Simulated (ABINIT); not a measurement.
The system is InSe.

```
In Se
1.0
     5.82639   -2.05465    0.00000
     5.82639    2.05465    0.00000
    -1.72323    0.00000    4.77135
In Se
2 2
Direct
  0.88820 0.88820 0.04684
  0.11180 0.11180 0.95316
  0.66093 0.66093 0.66896
  0.33907 0.33907 0.33104
```

The cell comes from a database or a generator and needn't be the stable form of this composition.

```yaml
Program: ABINIT 10.8.3 (patched build)
Task: relaxation of cell and atoms
Functional: LDA
Potentials_or_basis: JTH PAW LDA v2.0
Cutoff: 599 eV
k_mesh: 4 × 4 × 4
Occupations: fermi-dirac, width 0.05 eV
Spin: no spin polarisation
```

At the start: pressure -2.8 GPa; volume 28.56 Å³/atom.

Task: How do energy, volume and symmetry change on relaxing?

Result: Over 26 steps the energy falls by 37.0 meV/atom and the volume is 24.53 Å³/atom (-14.1 %); space group C2/m (No. 12, to 0.05 Å).

Step by step:
```
step  energy change (eV)  largest force (eV/Å)  pressure (GPa)  volume (Å³)
   1              0.0000                0.0810           -2.78       114.24
   2             -0.0163                0.0124           -2.32       113.27
   3             -0.0545                0.2909            0.49       106.58
   4             -0.0654                0.4148            0.64       106.02
   5             -0.0750                0.1841           -0.01       106.73
   6             -0.0804                0.0852           -0.18       106.29
   7             -0.0856                0.0705           -0.23       105.19
   8             -0.0910                0.0730           -0.18       104.33
   9             -0.1143                0.2216            0.24        99.53
  10             -0.1149                0.2686            0.00        98.85
  11             -0.1243                0.1093           -0.05       100.48
  12             -0.1270                0.0733           -0.02       100.34
  13             -0.1308                0.0950           -0.18       100.26
  14             -0.1351                0.1189           -0.03        99.69
  15             -0.1421                0.1211            0.14        98.51
  16             -0.1434                0.1244           -0.02        99.13
  17             -0.1402                0.1574            0.04        97.71
  18             -0.1459                0.0522           -0.14        99.04
  19             -0.1464                0.0398           -0.13        98.94
  20             -0.1470                0.0186           -0.09        98.39
  21             -0.1474                0.0355           -0.01        98.45
  22             -0.1476                0.0138           -0.01        98.41
  23             -0.1478                0.0159            0.03        98.25
  24             -0.1479                0.0358           -0.11        98.17
  25             -0.1480                0.0137           -0.03        98.11
  26             -0.1481                0.0089           -0.01        98.11
```

Final structure:
```yaml
crystal:
  lattice:
    - [5.83097, -2.05653, 0.11564]
    - [5.83097, 2.05653, 0.11564]
    - [-1.62989, 0.00000, 4.05857]
  atoms:
    - { symbol: In, position: [0.88460, 0.88460, 0.01899] }
    - { symbol: In, position: [0.11540, 0.11540, 0.98101] }
    - { symbol: Se, position: [0.65193, 0.65193, 0.62954] }
    - { symbol: Se, position: [0.34807, 0.34807, 0.37046] }
```
